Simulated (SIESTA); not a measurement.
Runs of SIESTA 5.4.2 on ZnF2. The structure is tetragonal, space group P4_2/mnm (No. 136). The conventional cell has a = 4.705 Å, b = 4.705 Å, c = 3.134 Å, α = 90.00°, β = 90.00°, γ = 90.00°. Zn (site symmetry mmm) is surrounded by 6 F at 2.01 to 2.05 Å. F (site symmetry m2m) has 3 Zn at 2.01 to 2.05 Å as nearest neighbours. 

| task | level | potentials or basis | k mesh | gap on the mesh (eV) | pressure (GPa) | V0 of scaled cells (Å³/atom) | B0 (GPa) | largest force (eV/Å) |
| --- | --- | --- | --- | --- | --- | --- | --- | --- |
| band structure | PBEsol | PseudoDojo 0.4 standard (PBEsol files), DZP (energy shift 0.003 Ry; two zetas on semicore shells) | 6 × 6 × 9 | 3.86 | 0.3 | - | - | 0.08 |
| single point | PBE | PseudoDojo 0.4 standard (PBE files), DZP (energy shift 0.003 Ry; two zetas on semicore shells) | 6 × 6 × 9 | 4.01 | 6.1 | - | - | (a) |
| equation of state | PBE | PseudoDojo 0.4 standard (PBE files), DZP (energy shift 0.003 Ry; two zetas on semicore shells) | 6 × 6 × 9 | - | - | 12.16 | 109 | - |
| equation of state | LDA | PseudoDojo 0.4 standard (LDA files), DZP (energy shift 0.003 Ry; two zetas on semicore shells) | 4 × 4 × 7 | - | - | 11.07 | 139 | - |
| band structure | LDA | PseudoDojo 0.4 standard (LDA files), DZP (energy shift 0.003 Ry; two zetas on semicore shells) | 6 × 6 × 9 | 3.78 | -5.6 | - | - | (b) |

Alike in all rows: no spin polarisation; cell as given; smearing fermi-dirac 0.05 eV; grid cutoff 800 Ry; energy shift 0.003 Ry.

Estimate the missing entries.

(a) 0.03; (b) 0.12.

Caveats: short orbitals over semicore shells can move pressures by several GPa; the valence orbitals were made in a potential fitted to the semicore shell under them, which widens gaps by tenths of an eV or more; the basis of atomic orbitals isn't converged, which shifts pressures, moduli and gaps; the cell was scaled at fixed shape and fractional positions, which overstates the stiffness of a crystal with free parameters, most of all of layers and chains (some runs); an odd mesh through Γ misses points on the zone boundary, where band edges often lie (some runs).

Not every run made on this cell is shown here.
